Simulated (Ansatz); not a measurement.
Rb: one input, then a changed one

The cell was built from the hcp type and relaxed in the same program; it needn't be a known or the stable phase. The listed cell was then made from it by scaling, straining or moving an atom.

First run: DFT, PBE, all-electron PAW with datasets made for the crystal, scalar-relativistic (Ansatz 0.2.0).

Command: `ansatz run input.yaml --threads 1 --pin off --max-ram 2048MiB --backend cpu --events-out ev --progress --plain --runs-dir out` The run took 5 s on 1 thread of Intel(R) Xeon(R) 6975P-C (Granite Rapids), with other jobs on the host.

```yaml
crystal:
  lattice:
    - [4.9664223205, 0.0, 0.0]
    - [-2.4832111603, 4.3010478955, 0.0]
    - [0.0, 0.0, 8.2241218769]
  atoms:
    - { symbol: Rb, position: [0.3333333333, 0.6666666667, 0.25] }
    - { symbol: Rb, position: [0.6666666667, 0.3333333333, 0.75] }
kpoints:
  mp_grid: { grid: [11, 11, 6] }
scf:
  occupations: { method: fermi_dirac, width: 0.03 }
hamiltonian:
  xc: pbe
  pseudopotentials: { kind: all_electron, datasets: crystal }
output:
  forces: true
  stress: true
  eigenvalues: true
  efg: { contact_densities: true }
```

Result: converged; pressure 0.12 GPa; no gap on the k mesh; 8 SCF iterations.

A second input differs as follows:

```diff
@@ -11,4 +11,6 @@
 scf:
   occupations: { method: fermi_dirac, width: 0.03 }
+  mixing: { algorithm: anderson, beta: 1.0, ndim: 1, preconditioner: none }
+  max_iter: 100
 hamiltonian:
   xc: pbe
```

Problem. Does the change harm the result?

Solution. Not here: the run converged; energy at zero smearing 0.0 meV/atom from the first run; pressure 0.12 GPa; no gap on the k mesh; 16 SCF iterations, so the odd setting did no harm in this case.
